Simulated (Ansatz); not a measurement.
SiNi: experiment and calculation

**The experiment to reproduce.**

“The equation of state of the Pmmn phase of NiSi”, 2015, pmc:4665664 quotes, for a powder of SiNi at 300 K: bulk modulus 161 ± 3 GPa.

How close the calculation comes is told below.

Method: Ansatz, DFT PBE, scalar-relativistic, plane waves, PAW.

Cutoff 420 eV; k points 8×8×8 on the computed 8-atom cell (Γ-centred); Gaussian smearing, width 0.10 eV; no spin polarisation.

Relaxed structure, symmetry kept:

```
Si Ni
1.0
     4.51861    0.00000    0.00000
     0.00000    4.51861    0.00000
     0.00000    0.00000    4.51861
Si Ni
4 4
Cartesian
  3.8246 3.8246 3.8246
  2.9533 0.6940 1.5653
  1.5653 2.9533 0.6940
  0.6940 1.5653 2.9533
  0.6726 0.6726 0.6726
  1.5868 3.8461 2.9319
  2.9319 1.5868 3.8461
  3.8461 2.9319 1.5868
```

```json
{
  "Space group": "P2_13 (No. 198)",
  "Volume per atom": "77.8 bohr³",
  "Formation energy from the elements' standard states (uncorrected)": "-0.402 eV/atom",
  "Kohn–Sham band gap": "none (metal)",
  "Density of states at the Fermi level": "2.09 states/eV per cell",
  "Löwdin character within 0.5 eV of the Fermi level": "Ni 3d 50 %, Si 3p 26 %, Si 3s 18 %",
  "Bulk modulus": "179 GPa",
  "Its pressure derivative": "4.8",
  "Bader charges (e)": "Si (4 in the cell) 0.30, Ni (4 in the cell) -0.30"
}
```

A ferromagnetic start lost its moments in a first run, so spin was left out; other magnetic orders weren't tried.

Measured bulk modulus of SiNi: 161 GPa (300 K; powder; quoted in the paper above). This calculation gives 179 GPa (+11.4 %). The calculation is for 0 K without zero-point motion.

This form isn't the usual stable structure of the compound.

Cost: 9 runs of about 14 core-minutes in all, on Arm Neoverse V1 (shared hosts).